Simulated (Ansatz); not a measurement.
A scan (energy against volume; even scaling of the relaxed cell, symmetry kept) gave these values. Level of theory: PBE (plane waves to 420 eV, PAW, scalar-relativistic; Ansatz, a quantum-chemistry and plane-wave program).

Bulk modulus B₀ (third-order Birch-Murnaghan fit): 64.6 GPa
Pressure derivative B₀′ (fit): 4.6
Equilibrium volume of the fit: 16.75 Å³/atom

Task: Of these crystals, all scanned alike, which one is it?
A) Cs (bcc, W type)
B) SrF₂ (fluorite)
C) HgSe (zinc blende)

Result: B, SrF₂ (fluorite). The others have, for the bulk modulus: Cs 2.0 GPa, HgSe 42.5 GPa

All were relaxed with their symmetry unable to fall. At this level the bands of HgSe touch or barely overlap. Spin-orbit coupling is left out. The relaxed volume of HgSe is well above the measured one; the method has no dispersion term.

(A scan under strain: stresses follow from slopes of the energy per volume, elastic moduli from its curvatures.)
